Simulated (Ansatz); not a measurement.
Write the native input for Ansatz 0.2.0 that does the following.

```yaml
Task: single point
Functional: PBE
Potentials_or_basis: all-electron LAPW, scalar-relativistic
Cutoff: 260 eV (chosen from the basis error)
Basis_error_allowed: 0.003 eV/atom
k_mesh: 6 × 6 × 6
Occupations: fermi-dirac, width 0.04 eV
Spin: no spin polarisation
```

Crystal: Cu.

```
CELL_PARAMETERS angstrom
0.00000 1.80750 1.80750
1.80750 0.00000 1.80750
1.80750 1.80750 0.00000
ATOMIC_POSITIONS crystal
Cu 0.00000 0.00000 0.00000
```

These files were run (other wordings do the same):

input.yaml

```yaml
crystal:
  lattice:
    - [0.0, 1.8075, 1.8075]
    - [1.8075, 0.0, 1.8075]
    - [1.8075, 1.8075, 0.0]
  atoms:
    - { symbol: Cu, position: [0.0, 0.0, 0.0] }
kpoints:
  mp_grid: { grid: [6, 6, 6] }
scf:
  occupations: { method: fermi_dirac, width: 0.04 }
hamiltonian:
  xc: pbe
  pseudopotentials: { kind: all_electron, lapw: { basis_error: 0.003 } }
output:
  forces: true
  stress: true
  eigenvalues: true
```

Potentials or basis: all-electron LAPW, scalar-relativistic.

Launch:

```sh
$ ansatz run input.yaml --threads 1 --pin off --max-ram 2560MiB --backend cpu --events-out ev --progress --plain --runs-dir out
```

It gave:

- Pressure: 2.9 GPa
- Band gap on the k mesh: none (metal or under the smearing width)

Caveat: the k mesh is coarse (spacing up to 0.50 Å⁻¹), so the values aren't converged.

Wall time 2.3 s on 1 thread of Arm Neoverse N1, on a shared host, peak memory 0.2 GiB.
